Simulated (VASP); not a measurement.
# InAs: molecular dynamics with a monitored distance, by stops when the distance exceeds

InAs, F-43m (no. 216), 8 atoms in the cell. PBE, molecular dynamics; PAW potentials In, As (PBE set).

| Stops when the distance exceeds (Å) | Largest distance met (Å) | Steps run | Mean temperature (K) | Time (s) |
|---|---|---|---|---|
| 2.77 | 2.774 | 11 | 333 | 32 |
| 4.182 | 2.777 | 80 | 426 | 197 |

Limits: row 1: 33 fs of 8 atoms are too short for converged averages; the distance is that to the nearest periodic copy, which so small a cell caps; row 2: 240 fs of 8 atoms are too short for converged averages.

## Input of the first row

INCAR:
```
  GGA = PE
  PREC = Normal
  ENCUT = 210
  EDIFF = 1E-5
  NELMIN = 4
  NELM = 60
  ALGO = Normal
  LREAL = Auto
  LASPH = T
  ISMEAR = 0
  SIGMA = 0.05
  ISYM = 0
  LWAVE = F
  LCHARG = F
  IBRION = 0
  NSW = 80
  POTIM = 3.0
  TEBEG = 600
  TEEND = 600
  ISIF = 2
  MDALGO = 1
  ANDERSEN_PROB = 0.05
  RANDOM_SEED = 436070 0 0
  VALUE_MAX = 2.77
  VALUE_MIN = 1.307
  KPAR = 2
```

KPOINTS:
```
k-points
0
Monkhorst-Pack
  2 2 2
```

ICONST:
```
R 1 5 7
```

POSCAR:
```
InAs
1.0
    6.0360000000      0.0000000000      0.0000000000
    0.0000000000      6.0360000000      0.0000000000
    0.0000000000      0.0000000000      6.0360000000
In As
4 4
Direct
    0.0000000000      0.0000000000      0.0000000000
    0.0000000000      0.5000000000      0.5000000000
    0.5000000000      0.0000000000      0.5000000000
    0.5000000000      0.5000000000      0.0000000000
    0.2500000000      0.2500000000      0.2500000000
    0.2500000000      0.7500000000      0.7500000000
    0.7500000000      0.2500000000      0.7500000000
    0.7500000000      0.7500000000      0.2500000000
```

Commands:
```
cat potpaw_PBE.64/In/POTCAR potpaw_PBE.64/As/POTCAR > POTCAR
mpirun -np 2 vasp_std > vasp.out
```

Changes of the last row against the first:
```
- VALUE_MAX = 2.77
+ VALUE_MAX = 4.182
```

VASP 6.6.1 took 32 s on 2 cores (Intel Xeon Platinum 8488C (Sapphire Rapids)), a shared host.
